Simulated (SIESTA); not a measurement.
**In in SIESTA: the effect of basis**

The system is In.

```
In
1.0
    -1.62547    1.62547    2.47370
     1.62547   -1.62547    2.47370
     1.62547    1.62547   -2.47370
In
1
Cartesian
  0.0000 0.0000 0.0000
```

Alike in all runs:

```yaml
Program: SIESTA 5.4.2
Task: band structure
Functional: PBE
Potentials_or_basis: PseudoDojo 0.4 standard (PBE files)
Grid_cutoff: 500 Ry
Energy_shift: 0.003 Ry
k_mesh: 11 × 11 × 11
Occupations: fermi-dirac, width 0.05 eV
Spin: no spin polarisation
```

| basis | pressure (GPa) |
| --- | --- |
| SZ | 6.5 |
| SZP | 3.9 |
| DZ | ? |
| DZP | 2.4 |
| DZDP | 2.4 |
| TZP | 2.1 |
| TZDP | 2.1 |

**Question.** What does the run with basis DZ give?

**Answer.** Pressure 1.2 GPa.

Caveats: the basis of atomic orbitals isn't converged, which shifts pressures, moduli and gaps; the basis has no polarisation orbitals (some runs).
